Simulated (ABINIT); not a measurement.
Here is an ABINIT 10.8.3 (patched build) calculation.

run.abi

```
# Datasets: ground state, then fixed potential
ndtset 2

# Pseudopotentials
pp_dirpath "./"
pseudos "Sn.GGA_PBE-JTH.xml"

# Structure
acell 3*1.0 Angstrom
rprim
    -1.8946518192     1.8946518192     1.8946518192
     1.8946518192    -1.8946518192     1.8946518192
     1.8946518192     1.8946518192    -1.8946518192
ntypat 1
znucl 50
natom 1
typat 1
xred
     0.0000000000     0.0000000000     0.0000000000

# Plane-wave basis
ecut 26.0
pawecutdg 48.0
pawxcdev 0

# Exchange and correlation
ixc -120135

# Bands and occupations
occopt 3
tsmear 0.05 eV

# SCF cycle
nstep 100

# Output
iomode 3
prtwf 0
prteig 0
prtebands 0
prtden1 1

# Dataset 1
kptopt1 1
ngkpt1 10 10 10
nshiftk1 1
shiftk1 0.0 0.0 0.0
nband1 11
tolvrs1 1.0e-9

# Dataset 2: bands along G-H-N-G-P-H
iscf2 -2
getden2 1
nband2 17
nbdbuf2 4
tolwfr2 1.0e-11
kptopt2 -5
ndivsm2 6
prteig2 1
prtvol2 -3
kptbounds2
     0.0000000000     0.0000000000     0.0000000000
     0.5000000000    -0.5000000000     0.5000000000
     0.0000000000     0.0000000000     0.5000000000
     0.0000000000     0.0000000000     0.0000000000
     0.2500000000     0.2500000000     0.2500000000
     0.5000000000    -0.5000000000     0.5000000000
```

Potentials or basis: JTH PAW PBE v2.0.

Launch:

```bash
$ abinit run.abi > log 2>&1
```

(1) Estimate the band gap on the k mesh.

(2) Estimate the pressure.

## Answers

(1) none (metal or under the smearing width).

(2) -2.8 GPa.

Caveat: the PAW data sets were made with another functional, which shifts forces and pressure a little; spin-orbit coupling is left out, which moves the levels of the heavy elements.
